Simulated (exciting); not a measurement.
Wanted: the native input for an exciting (release sodium) run.

- Task: band structure
- Functional: PBE
- Potentials or basis: all-electron LAPW+lo, shipped species files, valence relativity iora*
- rgkmax: 7.5
- k mesh: 9 × 9 × 4
- Occupations: fermi-dirac, width 0.05 eV
- Spin: no spin polarisation
- outputlevel: normal
- gmaxvr (cutoff of density and potential): 14 1/bohr
- lmaxapw (and lmaxmat): 10
- lmaxvr: 8
- nempty: 16
- Valence relativity: iora*
- epsengy: 1e-05 Ha
- epspot: 1e-05 Ha
- maxscl: 60
- Muffin-tin radii: Mo 2.3, S 1.9 bohr

MoS2:

```
CELL_PARAMETERS angstrom
3.22746 0.00000 0.00000
-1.61373 2.79507 0.00000
0.00000 0.00000 6.31247
ATOMIC_POSITIONS crystal
Mo 0.00000 0.00000 0.50000
S 0.66667 0.33333 0.74468
S 0.33333 0.66667 0.25532
```

Measurements of this composition are mostly on another form, of space group No. 194.

The input as run:

input.xml

```xml
<input>
  <title>MoS2</title>
  <structure speciespath="./" tshift="false">
    <crystal scale="1">
      <basevect>6.099024098359 0.000000000000 0.000000000000</basevect>
      <basevect>-3.049512049180 5.281909807360 0.000000000000</basevect>
      <basevect>0.000000000000 0.000000000000 11.928845932780</basevect>
    </crystal>
    <species speciesfile="Mo.xml" rmt="2.3">
      <atom coord="0.000000000000 0.000000000000 0.500000000000"/>
    </species>
    <species speciesfile="S.xml" rmt="1.9">
      <atom coord="0.666666666700 0.333333333300 0.744680680000"/>
      <atom coord="0.333333333300 0.666666666700 0.255319320000"/>
    </species>
  </structure>
  <groundstate do="fromscratch" ngridk="9 9 4" rgkmax="7.5" gmaxvr="14" lmaxapw="10" lmaxmat="10" lmaxvr="8" xctype="GGA_PBE" stype="Fermi Dirac" swidth="0.00183747" nempty="16" ValenceRelativity="iora*" epsengy="1e-05" epspot="1e-05" maxscl="60" outputlevel="normal"/>
  <properties>
    <bandstructure>
      <plot1d>
        <path steps="80">
          <point coord="0 0 0" label="G"/>
          <point coord="0.5 0 0" label="M"/>
          <point coord="0.3333333333 0.3333333333 0" label="K"/>
          <point coord="0 0 0" label="G"/>
          <point coord="0 0 0.5" label="A"/>
          <point coord="0.5 0 0.5" label="L"/>
          <point coord="0.3333333333 0.3333333333 0.5" label="H"/>
          <point coord="0 0 0.5" label="A" breakafter="true"/>
          <point coord="0.5 0 0.5" label="L"/>
          <point coord="0.5 0 0" label="M" breakafter="true"/>
          <point coord="0.3333333333 0.3333333333 0" label="K"/>
          <point coord="0.3333333333 0.3333333333 0.5" label="H"/>
        </path>
      </plot1d>
    </bandstructure>
    <dos nwdos="300" winddos="-0.6 0.5" inttype="tetra" ngrdos="100" nsmdos="2"/>
  </properties>
</input>
```

Potentials or basis: all-electron LAPW+lo, shipped species files, valence relativity iora*.

Run with:

```bash
$ OMP_NUM_THREADS=1 exciting_smp
```

Results of the run:

* Band gap on the k mesh: none (metal or under the smearing width)
* All electrons inside the program's atomic spheres: Mo 39.57; S 13.57 (radii Mo 2.3, S 1.9 bohr)

Caveat: the log's total energy holds no entropy term; the free energy is that total less TS from the occupations.

Wall time 2.7 min on 1 thread of Intel(R) Xeon(R) Platinum 8488C (Sapphire Rapids), with other jobs on the host, peak memory 0.17 GiB.
